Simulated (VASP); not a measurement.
**HfC under changes of volume**

One of the cells (12.819 Å³/atom); the others are scaled copies at fixed shape and fractional positions:

```
Hf C
1.0
     0.00000    2.34040    2.34040
     2.34040    0.00000    2.34040
     2.34040    2.34040    0.00000
Hf C
1 1
Direct
  0.50000 0.50000 0.50000
  0.00000 0.00000 0.00000
```

| Quantity | Value |
| --- | --- |
| Program | VASP 6.6.1 |
| Functional | PBEsol |
| Potentials or basis | VASP PAW PBE potentials, release 64 (Hf_pv, C) |
| Cutoff | 520 eV |
| k mesh | 10 × 10 × 10 |
| Occupations | fermi-dirac, width 0.05 eV |
| Spin | no spin polarisation |

```csv
volume (Å³/atom),energy over the lowest point (meV/atom),pressure (GPa)
11.814,?,?
12.065,0.68,3.1
12.317,0.00,-2.2
12.819,21.50,-11.2
13.071,42.22,-15.1
13.322,68.70,-18.6
```

What does the run at 11.814 Å³/atom give?

Energy over the lowest point 10.08 meV/atom; pressure 8.9 GPa.

Worked out: A Birch-Murnaghan fit of order 3 (a polynomial in V^(-2/3)) to the other rows has its minimum at 12.21 Å³/atom with B0 = V·E''(V) = 254 GPa and B' = 4.0. It gives 10.06 meV/atom at 11.814 Å³/atom, against the run's 10.08, and -dE/dV = 9.0 GPa, against 8.9.

Energies are extrapolated to zero smearing.

Caveats: the PAW data sets were made with another functional, which shifts forces and pressure a little.
